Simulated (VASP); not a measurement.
Ti:

```
Ti
1.0
    -1.64100    1.64100    1.64100
     1.64100   -1.64100    1.64100
     1.64100    1.64100   -1.64100
Ti
1
Direct
  0.00000 0.00000 0.00000
```

This isn't the form of Ti at room conditions, which is hcp.

```yaml
Program: VASP 6.6.1
Task: relaxation of cell and atoms
Functional: PBEsol
Potentials_or_basis: VASP PAW PBE potentials, release 64 (Ti_sv)
Cutoff: 600 eV
k_mesh: 18 × 18 × 18
Occupations: gaussian, width 0.1 eV
Spin: no spin polarisation
```

At the start: pressure -6.9 GPa; volume 17.68 Å³/atom.

Q: How do energy, volume and symmetry change on relaxing?

A: Over 3 steps the energy falls by 26.8 meV/atom and the volume is 16.50 Å³/atom (-6.7 %); space group Im-3m (No. 229, to 0.05 Å).

Step by step:
```
step  energy change (eV)  largest force (eV/Å)  pressure (GPa)  volume (Å³)
   1              0.0000                0.0000           -6.92        17.68
   2             -0.0156                0.0000            5.24        15.79
   3             -0.0268                0.0000            0.01        16.50
```

Final structure:
```
Ti
1.0
    -1.60376    1.60376    1.60376
     1.60376   -1.60376    1.60376
     1.60376    1.60376   -1.60376
Ti
1
Direct
  0.00000 0.00000 0.00000
```

Caveat: the PAW data sets were made with another functional, which shifts forces and pressure a little.
